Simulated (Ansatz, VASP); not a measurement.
# Two plane-wave programs on AlN

The input INCAR:

```
SYSTEM = AlN
PREC = Accurate
ENCUT = 520
EDIFF = 1E-6
ISMEAR = 0
SIGMA = 0.05
LREAL = .FALSE.
LASPH = .TRUE.
NELM = 60
ALGO = Normal
ISIF = 2
LWAVE = .FALSE.
LCHARG = .FALSE.
IBRION = 2
NSW = 50
EDIFFG = -0.01
```

KPOINTS

```
Automatic mesh
0
G
  9 9 6
  0 0 0
```

The input POSCAR:

```
AlN
1.0
    3.0886152983      0.0000000000      0.0000000000
   -1.5443076491      2.6748193108      0.0000000000
    0.0000000000      0.0000000000      5.0755779659
Al N
2 2
Direct
    0.3333333333      0.6666666667      0.0015210172
    0.6666666667      0.3333333333      0.5015210172
    0.3333333333      0.6666666667      0.3834789828
    0.6666666667      0.3333333333      0.8834789828
```

Input for Ansatz:

```yaml
crystal:
  lattice:
    - [3.0886152983, 0.0, 0.0]
    - [-1.5443076491, 2.6748193108, 0.0]
    - [0.0, 0.0, 5.0755779659]
  atoms:
    - { symbol: Al, position: [0.3333333333, 0.6666666667, 0.0015210172] }
    - { symbol: Al, position: [0.6666666667, 0.3333333333, 0.5015210172] }
    - { symbol: "N", position: [0.3333333333, 0.6666666667, 0.3834789828] }
    - { symbol: "N", position: [0.6666666667, 0.3333333333, 0.8834789828] }
basis:
  ecutwfc: 520.0
kpoints:
  mp_grid: { grid: [9, 9, 6] }
hamiltonian:
  xc: lda
  pseudopotentials: { kind: paw, azcp: { folder: soft_1 } }
scf:
  occupations: { method: gaussian, width: 0.05 }
output:
  forces: true
  stress: true
  eigenvalues: true
relax:
  adjacent_minimum: "off"
  f_tol: 0.01
  max_steps: 30
```

Change from the starting cell: engineering shear strain xz +0.0000, normal strain along z +0.0267.

Alike in both runs: task relaxation of the atoms; functional LDA; k mesh 9 × 9 × 6; occupations gaussian, width 0.05 eV; no spin polarisation.

```csv
,VASP,Ansatz
version,VASP 6.6.1,Ansatz 0.2.0
potentials or method,"VASP PAW LDA potentials, release 64 (Al, N)","scalar-relativistic, plane waves, PAW"
plane-wave cutoff (eV),520,520
valence electrons in the cell,16,16
```

```csv
,VASP,Ansatz,Ansatz less VASP
"gap on the k mesh at the Fermi level, each at its own relaxed structure (eV)",4.30,4.30,-0.006
energy change over the relaxation (meV/atom),-2,-2,+0.1
```

Ansatz warned: «pseudo_functional_mismatch».

Caveats: an odd mesh through Γ misses points on the zone boundary, where band edges often lie.
